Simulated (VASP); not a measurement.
## A slab model of the (0 0 1) face of NbAs

Aim: model the (0 0 1) face of NbAs by a slab and find how far its highest filled level lies below the vacuum. The start is a cell from a database of measured crystal structures.

Calculated with VASP 6.6.1; PBE with D3(BJ); plane waves and PAW (Nb_pv, As), in the first sound run; inputs show where later runs differ.

## 1. Starting point

It takes space group I4_1md (No. 109, tetragonal). The conventional cell has a = 3.452 Å, b = 3.452 Å, c = 11.680 Å, α = 90.00°, β = 90.00°, γ = 90.00°. Nearest to Nb lie 6 As at 2.60 to 2.63 Å. Nearest to As lie 6 Nb at 2.60 to 2.63 Å. Farther neighbours are not listed.

## 2. The bulk reference

The surface energy counts from the bulk crystal, run with the slab's cutoff and functional on a dense mesh.

INCAR

```
SYSTEM = NbAs
PREC = Normal
ENCUT = 300
EDIFF = 1E-05
NELM = 120
ISMEAR = 0
SIGMA = 0.05
LREAL = .FALSE.
ALGO = Fast
GGA = PE
IVDW = 12
NBANDS = 22
LASPH = .TRUE.
LORBIT = 11
LWAVE = .FALSE.
LCHARG = .FALSE.
KPAR = 2
```

POSCAR

```
NbAs
1.0
   -1.7258500000      1.7258500000      5.8400000000
    1.7258500000     -1.7258500000      5.8400000000
    1.7258500000      1.7258500000     -5.8400000000
Nb As
2 2
Direct
    0.5000000000      0.0000000000      0.5000000000
    0.7500000000      0.7500000000      0.0000000000
    0.9160000000      0.4160000000      0.5000000000
    0.1660000000      0.1660000000      0.0000000000
```

KPOINTS

```
Automatic mesh
0
Gamma
17 17 17
0 0 0
```

Potentials, in the order of the species: Nb_pv and As (PBE family, release 64).

Launch:

```console
> mpirun -np 2 vasp_std
```

Log:

```text
[banner, memory and clock lines left out]
running    2 mpi-ranks, on    1 nodes
 distrk:  each k-point on    1 cores,    2 groups
 distr:  one band on    1 cores,    1 groups

 POSCAR found type information on POSCAR NbAs
 POSCAR found :  2 types and       4 ions
 LDA part: xc-table for (Slater+PW92), standard interpolation
 POSCAR, INCAR and KPOINTS ok, starting setup
 FFT: planning ... GRIDC
 FFT: planning ... GRID_SOFT
 FFT: planning ... GRID
 WAVECAR not read
 entering main loop
       N       E                     dE             d eps       ncg     rms          rms(c)
DAV:   1     0.221251941313E+03    0.22125E+03   -0.11599E+04 18444   0.985E+02
DAV:   2    -0.208348165068E+02   -0.24209E+03   -0.23142E+03 22794   0.442E+02
DAV:   3    -0.338107601223E+02   -0.12976E+02   -0.12462E+02 27068   0.894E+01
DAV:   4    -0.341480266230E+02   -0.33727E+00   -0.33477E+00 24928   0.154E+01
DAV:   5    -0.341598705438E+02   -0.11844E-01   -0.11830E-01 26496   0.296E+00    0.287E+01
RMM:   6    -0.321694163503E+02    0.19905E+01   -0.65478E+00 24187   0.185E+01    0.882E+00
RMM:   7    -0.322425417858E+02   -0.73125E-01   -0.21531E+00 27544   0.727E+00    0.380E+00
RMM:   8    -0.322117837369E+02    0.30758E-01   -0.15290E-01 27376   0.259E+00    0.350E+00
RMM:   9    -0.321874147514E+02    0.24369E-01   -0.12331E-01 25497   0.229E+00    0.220E-01
RMM:  10    -0.321868883589E+02    0.52639E-03   -0.10997E-02 26367   0.972E-01    0.118E-01
RMM:  11    -0.321878634919E+02   -0.97513E-03   -0.52944E-03 25704   0.382E-01    0.223E-01
RMM:  12    -0.321871906744E+02    0.67282E-03   -0.29544E-03 25843   0.380E-01    0.435E-02
RMM:  13    -0.321872290295E+02   -0.38355E-04   -0.48783E-04 25098   0.129E-01    0.427E-02
RMM:  14    -0.321872446815E+02   -0.15652E-04   -0.17034E-04 22078   0.982E-02    0.550E-02
RMM:  15    -0.321872354495E+02    0.92320E-05   -0.86896E-05 21280   0.751E-02
   1 F= -.34730677E+02 E0= -.34730323E+02  d E =-.708554E-03
```

Run time: 2 min. Hardware: 2 MPI ranks of AMD EPYC 9R45, shared host; peak memory 0.67 GiB.

Lines that name or quote the potential files are left out of all logs, and their timing lines are given in words.

From OUTCAR (step 2):

```text
ion  position               nearest neighbor table
   1  0.500  0.000  0.500-   4 2.60   4 2.60   3 2.63   3 2.63   3 2.63   3 2.63   2 3.39   2 3.39
                             2 3.39   2 3.39
   2  0.750  0.750  0.000-   3 2.60   3 2.60   4 2.63   4 2.63   4 2.63   4 2.63   1 3.39   1 3.39
                             1 3.39   1 3.39
   3  0.916  0.416  0.500-   2 2.60   2 2.60   1 2.63   1 2.63   1 2.63   1 2.63
   4  0.166  0.166  0.000-   1 2.60   1 2.60   2 2.63   2 2.63   2 2.63   2 2.63

  LATTYP: Found a body centered tetragonal cell.
 ALAT       =     3.4517000000
 C/A-ratio  =     3.3838398470

 Subroutine GETGRP returns: Found  8 space group operations
 (whereof  4 operations were pure point group operations)

The static configuration has the point symmetry C_2v.
 The point group associated with its full space group is C_4v.

 Found    405 irreducible k-points:

   k-points           NKPTS =    405   k-points in BZ     NKDIM =    405   number of bands    NBANDS=     22

   dimension x,y,z NGX =    28 NGY =   28 NGZ =   28
   dimension x,y,z NGXF=    56 NGYF=   56 NGZF=   56

   ENCUT  =  300.0 eV  22.05 Ry    4.70 a.u.   8.94  8.94  8.94*2*pi/ulx,y,z

   NELECT =      32.0000    total number of electrons

 k-points in reciprocal lattice and weights: Automatic mesh
   0.00000000  0.00000000  0.00000000       0.000
   0.05882353  0.00000000 -0.00000000       0.002
   0.11764706  0.00000000 -0.00000000       0.002
   0.17647059  0.00000000 -0.00000000       0.002
   0.23529412  0.00000000 -0.00000000       0.002
   0.29411765  0.00000000 -0.00000000       0.002
   0.35294118  0.00000000  0.00000000       0.002
   0.41176471  0.00000000 -0.00000000       0.002
   0.47058824  0.00000000 -0.00000000       0.002
[...]
-0.47058824  0.47058824  0.47058824       0.001
  -0.47058824 -0.47058824  0.47058824       0.000

 average (electrostatic) potential at core
       1 -34.5606       2 -34.5606       3 -48.1967       4 -48.1967

 E-fermi :   6.4149

 k-point     1 :       0.0000    0.0000    0.0000
  band No.  band energies     occupation
    ...
     12       4.1639      2.00000
     13       4.3685      2.00000
     14       4.7266      2.00000
     15       5.0336      2.00000
     16       5.0336      2.00000
     17       7.1143      0.00000
     18       7.6898      0.00000
     19       8.8344      0.00000
     20       9.4397      0.00000
     21       9.4480      0.00000
    ...

 k-point     2 :       0.0588    0.0000   -0.0000
  band No.  band energies     occupation
    ...
     12       4.1679      2.00000
     13       4.3535      2.00000
     14       4.6485      2.00000
     15       5.0232      2.00000
     16       5.1017      2.00000
     17       7.0535      0.00000
     18       7.6212      0.00000
     19       8.7990      0.00000
     20       9.3139      0.00000
     21       9.5460      0.00000
    ...

 k-point     3 :       0.1176    0.0000   -0.0000
  band No.  band energies     occupation
    ...
     12       4.0318      2.00000
     13       4.4231      2.00000
     14       4.6459      2.00000
     15       4.9707      2.00000
     16       5.2569      2.00000
     17       6.9262      0.00000
     18       7.4761      0.00000
     19       8.5476      0.00000
     20       9.2009      0.00000
     21       9.6561      0.00000
    ...

 Edisp (eV)   -2.54344

  Total      -0.85776    -0.85776    -0.64713     0.00000     0.00000     0.00000
  in kB     -19.75128   -19.75128   -14.90130     0.00000     0.00000     0.00000
  external pressure =      -18.13 kB  Pullay stress =        0.00 kB

  energy-cutoff  :      300.00
  volume of cell :       69.58
      direct lattice vectors                 reciprocal lattice vectors
    -1.725850000  1.725850000  5.840000000     0.000000000  0.289712316  0.085616438
     1.725850000 -1.725850000  5.840000000     0.289712316  0.000000000  0.085616438
     1.725850000  1.725850000 -5.840000000     0.289712316  0.289712316  0.000000000

 POSITION                                       TOTAL-FORCE (eV/Angst)
 -----------------------------------------------------------------------------------
      0.00000      1.72585      0.00000         0.000000     -0.000000     -0.305667
      0.00000      0.00000      8.76000        -0.000000      0.000000     -0.305667
      0.00000      1.72585      4.85888        -0.000000      0.000000      0.305667
      0.00000      0.00000      1.93888         0.000000     -0.000000      0.305667
 -----------------------------------------------------------------------------------
    total drift:                               -0.000002     -0.000002     -0.001576

  FREE ENERGIE OF THE ION-ELECTRON SYSTEM (eV)
  ---------------------------------------------------
  free  energy   TOTEN  =       -34.7306769289 eV

  energy  without entropy=      -34.7299683745  energy(sigma->0) =      -34.73032265

 total charge
# of ion       s       p       d       tot
------------------------------------------
    1        0.308   6.331   3.099   9.738
    2        0.308   6.331   3.099   9.738
    3        1.200   1.642   0.076   2.918
    4        1.200   1.642   0.076   2.918
--------------------------------------------------
tot          3.016  15.946   6.349  25.311

[... 3 further parts left out ...]
```

This step gave:

* electronic cycles: 15
* electrons: 32
* free energy (TOTEN): -34.73 eV
* energy at zero smearing: -34.73 eV
* Fermi energy: 6.415 eV
* labelled metallic, from the levels on this mesh: yes

Force by atom:

| atom | x (eV/Å) | y (eV/Å) | z (eV/Å) | size |
| --- | --- | --- | --- | --- |
| Nb1 | 0.000 | 0.000 | -0.306 | 0.306 |
| Nb2 | 0.000 | 0.000 | -0.306 | 0.306 |
| As3 | 0.000 | 0.000 | 0.306 | 0.306 |
| As4 | 0.000 | 0.000 | 0.306 | 0.306 |

The bulk cell was not relaxed and keeps forces of up to 0.31 eV/Å. A relaxed slab gains this strain too, so surface energies counted from it come out too low.

Energy at zero smearing: -34.73032 eV.

(Part 1 of 5 ends here.)

[Lines on the potential files, build, host, timing and source positions are cut from VASP's logs without a mark.]

[Logs are printed without paths, hosts, clocks, repeated set-up lines and the standing remarks that a program may print on its own settings, such as how far it seeks lower states.]

[Hosts, paths, dates, database ids (printed as entryN), source tags and the programs' standing remarks are cut or masked in the printed files.]

[In band tables of VASP the shares of atoms and orbitals are scaled to a sum of 1 inside the atoms' spheres.]

[Runs that stopped without an error message from VASP are left out.]
